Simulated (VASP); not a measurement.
# Ga11P12 (a cell with a defect) in VASP: further runs

One crystal, Ga11P12 (a cell with a defect), is run at these levels: PBEsol; tasks: single point.

All numbers are computed with VASP 6.6.1; they aren't measurements. Logs are shortened: lines on timing, memory, paths and dates and some standing lists are left out, and cuts for length are marked.

## (1) Starting point

The cell holds a defect, 23 atoms: a = 11.562 Å, b = 7.708 Å, c = 7.708 Å, α = 60.00°, β = 60.00°, γ = 60.00°.

## (2) Single point, PBEsol, collinear spin, ferromagnetic start

INCAR reads:

```
ALGO = Normal
EDIFF = 1E-5
ENCUT = 350
GGA = PS
ISIF = 2
ISMEAR = 0
ISPIN = 2
KPAR = 2
LASPH = True
LCHARG = False
LORBIT = 11
LREAL = Auto
LWAVE = False
MAGMOM = 0 0 0 0 0 0 0 0 0 0 0 0.75 0.75 0.75 0 0 0 0 0 0.75 0 0 0
NELM = 120
PREC = Accurate
SIGMA = 0.03
```

KPOINTS reads:

```
k-points
0
Gamma
  2 2 2
```

POSCAR reads:

```
Ga11P12
1.0
    0.0000000000      8.1757500000      8.1757500000
    5.4505000000      0.0000000000      5.4505000000
    5.4505000000      5.4505000000      0.0000000000
Ga P
11 12
Direct
    0.0000000000      0.0000000000      0.5000000000
    0.0000000000      0.5000000000      0.0000000000
    0.0000000000      0.5000000000      0.5000000000
    0.3333330000      0.0000000000      0.0000000000
    0.3333330000      0.0000000000      0.5000000000
    0.3333330000      0.5000000000      0.0000000000
    0.3333330000      0.5000000000      0.5000000000
    0.6666670000      0.0000000000      0.0000000000
    0.6666670000      0.0000000000      0.5000000000
    0.6666670000      0.5000000000      0.0000000000
    0.6666670000      0.5000000000      0.5000000000
    0.0833333333      0.1250000000      0.1250000000
    0.0833333333      0.1250000000      0.6250000000
    0.0833333333      0.6250000000      0.1250000000
    0.0833333333      0.6250000000      0.6250000000
    0.4166663333      0.1250000000      0.1250000000
    0.4166663333      0.1250000000      0.6250000000
    0.4166663333      0.6250000000      0.1250000000
    0.4166663333      0.6250000000      0.6250000000
    0.7500003333      0.1250000000      0.1250000000
    0.7500003333      0.1250000000      0.6250000000
    0.7500003333      0.6250000000      0.1250000000
    0.7500003333      0.6250000000      0.6250000000
```

Potentials or basis: VASP PAW PBE potentials, release 64 (Ga_d, P).

The run is started by

```sh
> cat potpaw_PBE.64/Ga_d/POTCAR potpaw_PBE.64/P/POTCAR > POTCAR
> mpirun -np 4 vasp_std > vasp.out
```

OUTCAR:

```text
EDIFF = 1E-5
   ENCUT = 350
   GGA = PS
   ISIF = 2
   ISMEAR = 0
   ISPIN = 2
   LASPH = True
   LORBIT = 11
   LREAL = Auto
   NELM = 120
   PREC = Accurate

 ion  position               nearest neighbor table
   1  0.000  0.000  0.500-  21 2.36  13 2.36  15 2.36  12 2.36
   2  0.000  0.500  0.000-  22 2.36  14 2.36  15 2.36  12 2.36
   3  0.000  0.500  0.500-  23 2.36  15 2.36  13 2.36  14 2.36
   4  0.333  0.000  0.000-  12 2.36  16 2.36  17 2.36  18 2.36
   5  0.333  0.000  0.500-  13 2.36  17 2.36  16 2.36  19 2.36
   6  0.333  0.500  0.000-  14 2.36  18 2.36  16 2.36  19 2.36
   7  0.333  0.500  0.500-  15 2.36  19 2.36  18 2.36  17 2.36
   8  0.667  0.000  0.000-  20 2.36  21 2.36  22 2.36  16 2.36
   9  0.667  0.000  0.500-  21 2.36  20 2.36  23 2.36  17 2.36
  10  0.667  0.500  0.000-  22 2.36  20 2.36  23 2.36  18 2.36
  11  0.667  0.500  0.500-  23 2.36  22 2.36  21 2.36  19 2.36
  12  0.083  0.125  0.125-   4 2.36   2 2.36   1 2.36
  13  0.083  0.125  0.625-   5 2.36   1 2.36   3 2.36
  14  0.083  0.625  0.125-   6 2.36   2 2.36   3 2.36
  15  0.083  0.625  0.625-   7 2.36   3 2.36   1 2.36   2 2.36
  16  0.417  0.125  0.125-   4 2.36   5 2.36   6 2.36   8 2.36
  17  0.417  0.125  0.625-   5 2.36   4 2.36   7 2.36   9 2.36
  18  0.417  0.625  0.125-   6 2.36   4 2.36   7 2.36  10 2.36
  19  0.417  0.625  0.625-   7 2.36   6 2.36   5 2.36  11 2.36
  20  0.750  0.125  0.125-   8 2.36   9 2.36  10 2.36
  21  0.750  0.125  0.625-   1 2.36   9 2.36   8 2.36  11 2.36
  22  0.750  0.625  0.125-   2 2.36  10 2.36   8 2.36  11 2.36
  23  0.750  0.625  0.625-   3 2.36  11 2.36  10 2.36   9 2.36

  LATTYP: Found a face centered orthorhombic cell.
 ALAT       =     7.7081710217
 B/A-ratio  =     1.7320508076
 C/A-ratio  =     2.4494897428

  Lattice vectors:

 A1 = (   0.0000000000,   8.1757500000,   8.1757500000)
 A2 = (  -5.4505000000,   2.7252500000,   8.1757500000)
 A3 = (   5.4505000000,   0.0000000000,   5.4505000000)

Analysis of symmetry for initial positions (statically):
=====================================================================
 Subroutine PRICEL returns:
 Original cell was already a primitive cell.

 Routine SETGRP: Setting up the symmetry group for a
 face centered orthorhombic supercell.

 Subroutine GETGRP returns: Found  2 space group operations
 (whereof  2 operations were pure point group operations)
 out of a pool of  8 trial point group operations.

The static configuration has the point symmetry C_1h.

Analysis of symmetry for dynamics (positions and initial velocities):
=====================================================================
 Subroutine PRICEL returns:
[... 192 lines left out ...]
  free energy    TOTEN  =      -110.81348831 eV

  energy without entropy =     -110.81060731  energy(sigma->0) =     -110.81204781

 E-fermi :   4.1455     XC(G=0):  -9.8091

 val. band max:        4.1088374912   @ k =   0.0000   0.5000   0.5000
 cond. band min:       4.1456350078   @ k =   0.5000   0.0000   0.5000
 fundamental gap:      0.0367975166
 Fermi energy:         4.1454553557

 spin component 1

 k-point     1 :       0.0000    0.0000    0.0000
  band No.  band energies     occupation
      1     -10.5521      1.00000
      2     -10.5465      1.00000
      3     -10.5379      1.00000
      4     -10.5227      1.00000
      5     -10.5017      1.00000
      6     -10.4953      1.00000
[... 685 lines left out ...]
    112       7.4145      0.00000
    113       8.0971      0.00000
 Fermi energy:         4.1454553557

 spin component 2

 k-point     1 :       0.0000    0.0000    0.0000
  band No.  band energies     occupation
      1     -10.5519      1.00000
      2     -10.5462      1.00000
      3     -10.5378      1.00000
      4     -10.5224      1.00000
      5     -10.5005      1.00000
      6     -10.4924      1.00000
[... 685 lines left out ...]
    112       7.4251      0.00000
    113       8.1039      0.00000
 [bands above 113 left out]

------------------------ aborting loop because EDIFF is reached ----------------------------------------

  FORCE on cell =-STRESS in cart. coord.  units (eV):
  Direction    XX          YY          ZZ          XY          YZ          ZX
  --------------------------------------------------------------------------------------
  -------------------------------------------------------------------------------------
  Total       -4.7624743     -5.0042916     -5.0042916     -0.0398494     -0.4741167     -0.0398493
  in kB      -15.7077125    -16.5052804    -16.5052804     -0.1314323     -1.5637437     -0.1314320
  external PRESSURE =     -16.2394244 kB  Pullay stress =       0.0000000 kB

 VOLUME and BASIS-vectors are now :
 -----------------------------------------------------------------------------
  energy-cutoff  :      350.00
  volume of cell :      485.77
      direct lattice vectors                 reciprocal lattice vectors
     0.000000000  8.175750000  8.175750000    -0.061156469  0.061156469  0.061156469
     5.450500000  0.000000000  5.450500000     0.091734703 -0.091734703  0.091734703
     5.450500000  5.450500000  0.000000000     0.091734703  0.091734703 -0.091734703

 POSITION                                       TOTAL-FORCE (eV/Angst)
 -----------------------------------------------------------------------------------
      2.72525      2.72525      0.00000         0.057978     -0.037973     -0.040484
      2.72525      0.00000      2.72525         0.057978     -0.040484     -0.037973
      5.45050      2.72525      2.72525         0.037300     -0.057640     -0.057640
      0.00000      2.72525      2.72525         0.114893     -0.161261     -0.161261
      2.72525      5.45050      2.72525         0.170554     -0.120304     -0.145022
      2.72525      2.72525      5.45050         0.170554     -0.145022     -0.120304
[... 15 lines left out ...]
      4.08787      6.81313      9.53838        -0.015385     -0.049773     -0.003452
      6.81312      9.53838      9.53838         0.038816      0.012522      0.012522
 -----------------------------------------------------------------------------------
    total drift:                                0.000787      0.000410      0.000415

  FREE ENERGIE OF THE ION-ELECTRON SYSTEM (eV)
  ---------------------------------------------------
  free  energy   TOTEN  =      -110.8134883110 eV

  energy  without entropy=     -110.8106073105  energy(sigma->0) =     -110.81204781

 total charge

# of ion       s       p       d       tot
------------------------------------------
    1        0.866   0.849  10.007  11.721
    2        0.866   0.849  10.007  11.721
    3        0.864   0.849  10.007  11.721
    4        0.867   0.858  10.006  11.731
    5        0.861   0.858  10.007  11.726
    6        0.861   0.858  10.007  11.726
[... 15 lines left out ...]
   22        1.014   1.513   0.000   2.527
   23        1.013   1.516   0.000   2.528
--------------------------------------------------
tot         21.842  27.061 110.091 158.994

 magnetization (x)

# of ion       s       p       d       tot
------------------------------------------
    1       -0.001   0.001   0.001   0.001
    2       -0.001   0.001   0.001   0.001
    3       -0.001   0.002   0.001   0.003
    4       -0.000  -0.001   0.000  -0.001
    5       -0.000  -0.001   0.001  -0.000
    6       -0.000  -0.001   0.001  -0.000
[... 15 lines left out ...]
   22       -0.000  -0.001   0.000  -0.001
   23       -0.000  -0.001   0.000  -0.001
--------------------------------------------------
tot          0.004   0.121   0.005   0.129
```

OSZICAR:

```text
N       E                     dE             d eps       ncg     rms          rms(c)
DAV:   1     0.198745538157E+04    0.19875E+04   -0.66543E+04  3016   0.188E+03
DAV:   2     0.288021091689E+03   -0.16994E+04   -0.16433E+04  3208   0.538E+02
DAV:   3    -0.757589890083E+02   -0.36378E+03   -0.33914E+03  3632   0.184E+02
DAV:   4    -0.110892158167E+03   -0.35133E+02   -0.34229E+02  3624   0.561E+01
DAV:   5    -0.113475529998E+03   -0.25834E+01   -0.25645E+01  4576   0.153E+01    0.139E+01
DAV:   6    -0.111102620636E+03    0.23729E+01   -0.54170E+00  4448   0.160E+01    0.820E+00
DAV:   7    -0.110826729054E+03    0.27589E+00   -0.27047E+00  3448   0.719E+00    0.366E+00
DAV:   8    -0.110803681271E+03    0.23048E-01   -0.60126E-01  3520   0.615E+00    0.165E+00
DAV:   9    -0.110808032429E+03   -0.43512E-02   -0.20849E-01  3576   0.256E+00    0.546E-01
DAV:  10    -0.110812197428E+03   -0.41650E-02   -0.41733E-02  3624   0.131E+00    0.348E-01
DAV:  11    -0.110812747404E+03   -0.54998E-03   -0.96554E-03  3688   0.729E-01    0.209E-01
DAV:  12    -0.110813079991E+03   -0.33259E-03   -0.43034E-03  3976   0.376E-01    0.116E-01
DAV:  13    -0.110813376218E+03   -0.29623E-03   -0.13848E-03  3888   0.302E-01    0.600E-02
DAV:  14    -0.110813454520E+03   -0.78303E-04   -0.37349E-04  3720   0.203E-01    0.371E-02
DAV:  15    -0.110813482692E+03   -0.28172E-04   -0.20587E-04  3488   0.989E-02    0.240E-02
DAV:  16    -0.110813488311E+03   -0.56191E-05   -0.61876E-05  3008   0.928E-02
   1 F= -.11081349E+03 E0= -.11081205E+03  d E =-.288100E-02  mag=     0.2596
```

stdout:

```text
POSCAR found type information on POSCAR GaP
 POSCAR found :  2 types and      23 ions
 scaLAPACK will be used
 -----------------------------------------------------------------------------
|                                                                             |
|                                                                             |
|     You enforced a specific xc type in the INCAR file but a different       |
|     I HOPE YOU KNOW WHAT YOU ARE DOING!                                     |
|                                                                             |
 -----------------------------------------------------------------------------

 LDA part: xc-table for (Slater+PW92), standard interpolation
 POSCAR, INCAR and KPOINTS ok, starting setup
 FFT: planning ... GRIDC
 FFT: planning ... GRID_SOFT
 FFT: planning ... GRID
 WAVECAR not read
 entering main loop
```

Run time: 2.7 min. Hardware: 4 MPI ranks of Intel Xeon Platinum 8488C (Sapphire Rapids), shared host; peak memory 0.44 GiB.

What came out:

| Item | Value |
| --- | --- |
| Free energy | -110.8135 eV |
| Pressure | -1.6 GPa |
| Largest force | 0.422 eV/Å |
| Band gap on the k mesh | none (metal or under the smearing width) |
| Net moment | 0.26 μB per cell |
| Site moments | Ga +0.00, -0.00; P +0.03, +0.05, -0.00, +0.00 μB |
| Valence electrons inside the program's atomic spheres | Ga 11.72, 11.73; P 2.45, 2.52, 2.51, 2.53, 2.47 |

Forces in eV/Å, atoms in the order of the input:
```
Ga   0.058 -0.038 -0.040
Ga   0.058 -0.040 -0.038
Ga   0.037 -0.058 -0.058
Ga   0.115 -0.161 -0.161
Ga   0.171 -0.120 -0.145
Ga   0.171 -0.145 -0.120
Ga   0.001 -0.023 -0.023
Ga   0.194  0.265  0.265
Ga  -0.242 -0.191  0.243
Ga  -0.242  0.243 -0.191
Ga  -0.033  0.034  0.034
P   -0.153  0.000  0.000
P    0.007  0.146  0.039
P    0.007  0.039  0.146
P   -0.006  0.006  0.006
P   -0.097  0.019  0.019
P    0.050  0.017 -0.035
P    0.050 -0.035  0.017
P   -0.062  0.030  0.030
P   -0.090  0.055  0.055
P   -0.015 -0.003 -0.050
P   -0.015 -0.050 -0.003
P    0.039  0.013  0.013
```

Caveat: the k mesh is coarse (spacing up to 0.50 Å⁻¹), so the values aren't converged; the cutoff is under 1.25 times the usual one of these potentials, so pressure, stress and relaxed cells hold a basis-set (Pulay) error; the PAW data sets were made with another functional, which shifts forces and pressure a little.

## (3) Single point, PBEsol, collinear spin, ferromagnetic start

Edit INCAR of step 2 so:

```diff
@@ -13,3 +13,3 @@
 LWAVE = False
-MAGMOM = 0 0 0 0 0 0 0 0 0 0 0 0.75 0.75 0.75 0 0 0 0 0 0.75 0 0 0
+MAGMOM = 0 0 0 0 0 0 0 0 0 0 0 0.25 0.25 0.25 0 0 0 0 0 0.25 0 0 0
 NELM = 120
```

KPOINTS is that of step 2.

POSCAR is that of step 2.

Potentials or basis: VASP PAW PBE potentials, release 64 (Ga_d, P).

The run is started by

```sh
> cat potpaw_PBE.64/Ga_d/POTCAR potpaw_PBE.64/P/POTCAR > POTCAR
> mpirun -np 4 vasp_std > vasp.out
```

Run time: 2.5 min. Hardware: 4 MPI ranks of Intel Xeon Platinum 8488C (Sapphire Rapids), shared host; peak memory 0.44 GiB.

Results (log left out):

| Item | Value |
| --- | --- |
| Free energy | -110.8135 eV |
| Pressure | -1.6 GPa |
| Largest force | 0.421 eV/Å |
| Band gap on the k mesh | none (metal or under the smearing width) |
| Net moment | 0.25 μB per cell |
| Site moments | Ga +0.00, -0.00; P +0.03, +0.05, -0.00, +0.00 μB |
| Valence electrons inside the program's atomic spheres | Ga 11.72, 11.73; P 2.45, 2.52, 2.51, 2.53, 2.47 |

Forces in eV/Å, atoms in the order of the input:
```
Ga   0.058 -0.038 -0.040
Ga   0.058 -0.040 -0.038
Ga   0.037 -0.058 -0.058
Ga   0.116 -0.162 -0.162
Ga   0.171 -0.120 -0.145
Ga   0.171 -0.145 -0.120
Ga   0.001 -0.023 -0.023
Ga   0.193  0.264  0.264
Ga  -0.242 -0.190  0.243
Ga  -0.242  0.243 -0.190
Ga  -0.033  0.034  0.034
P   -0.154  0.000  0.000
P    0.007  0.146  0.039
P    0.007  0.039  0.146
P   -0.006  0.006  0.006
P   -0.097  0.019  0.019
P    0.050  0.017 -0.035
P    0.050 -0.035  0.017
P   -0.062  0.029  0.029
P   -0.090  0.055  0.055
P   -0.015 -0.003 -0.050
P   -0.015 -0.050 -0.003
P    0.039  0.013  0.013
```

Stress tensor (GPa, compression positive):
```
-1.60 -0.01 -0.01
-0.01 -1.67 -0.16
-0.01 -0.16 -1.67
```

Levels at points of the mesh, in eV from the Fermi level:
Spin up:
```csv
k point,band 99,band 100,band 101,band 102,band 103,band 104
"(0.00, 0.00, 0.00)",-0.32,-0.32,0.33,0.35,0.39,1.62
"(0.50, 0.00, 0.00)",-0.46,-0.26,-0.26,0.22,0.24,1.58
"(0.00, 0.50, 0.00)",-0.85,-0.66,-0.66,0.04,0.15,2.09
"(0.50, 0.00, 0.50)",-1.08,-1.06,-0.78,-0.25,0.00,2.37
"(0.00, 0.50, 0.50)",-1.09,-1.04,-0.62,-0.06,0.07,2.17
"(0.50, 0.50, 0.50)",-1.04,-0.86,-0.68,-0.08,-0.05,2.32
```
Spin down:
```csv
k point,band 99,band 100,band 101,band 102,band 103,band 104
"(0.00, 0.00, 0.00)",-0.29,-0.29,0.36,0.45,0.45,1.62
"(0.50, 0.00, 0.00)",-0.45,-0.27,-0.26,0.33,0.36,1.58
"(0.00, 0.50, 0.00)",-0.78,-0.65,-0.65,0.12,0.18,2.09
"(0.50, 0.00, 0.50)",-1.07,-1.01,-0.77,-0.23,0.10,2.38
"(0.00, 0.50, 0.50)",-1.05,-1.03,-0.61,-0.04,0.20,2.18
"(0.50, 0.50, 0.50)",-1.02,-0.85,-0.66,-0.07,0.09,2.33
```

Caveat: the k mesh is coarse (spacing up to 0.50 Å⁻¹), so the values aren't converged; the cutoff is under 1.25 times the usual one of these potentials, so pressure, stress and relaxed cells hold a basis-set (Pulay) error; the PAW data sets were made with another functional, which shifts forces and pressure a little.

[end of part 1 of 2]
